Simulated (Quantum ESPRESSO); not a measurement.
C under changes of volume

One of the cells (5.672 Å³/atom); the others are scaled copies at fixed shape and fractional positions:

```
CELL_PARAMETERS angstrom
2.52210 0.00000 0.00000
-1.26105 2.18420 0.00000
0.00000 0.00000 8.23710
ATOMIC_POSITIONS crystal
C 0.66667 0.33333 0.84375
C 0.33333 0.66667 0.34375
C 0.66667 0.33333 0.65625
C 0.33333 0.66667 0.15625
C 0.00000 0.00000 0.90625
C 0.00000 0.00000 0.40625
C 0.00000 0.00000 0.59375
C 0.00000 0.00000 0.09375
```

This is a hexagonal form of diamond, not graphite.

- Program: Quantum ESPRESSO 7.5
- Functional: PBE
- Potentials or basis: SG15 PBE 1.2
- Cutoff: 952 eV
- Density cutoff: 3810 eV
- k mesh: 12 × 12 × 4
- Occupations: fermi-dirac, width 0.05 eV
- Spin: no spin polarisation

```csv
volume (Å³/atom),energy over the lowest point (meV/atom),gap on the mesh (eV),largest force (eV/Å)
5.332,33.06,4.62,0.370
5.445,14.81,4.56,0.355
5.559,4.01,4.51,0.341
5.672,0.00,4.46,0.328
5.785,?,?,?
5.899,10.02,4.36,0.304
6.012,23.01,4.31,0.293
```

What does the run at 5.785 Å³/atom give?

Energy over the lowest point 2.18 meV/atom; gap on the mesh 4.41 eV; largest force 0.315 eV/Å.

Worked out: A Birch-Murnaghan fit of order 3 (a polynomial in V^(-2/3)) to the other rows has its minimum at 5.69 Å³/atom with B0 = V·E''(V) = 434 GPa and B' = 3.6 at fixed shape and positions, which overstates the stiffness. It gives 2.16 meV/atom at 5.785 Å³/atom, against the run's 2.18. A straight line through the other rows of the gap, of slope -2.56 eV per unit of ln V, gives 4.41 eV, against the run's 4.41.

Energies are extrapolated to zero smearing.

A mesh can miss the band edges.
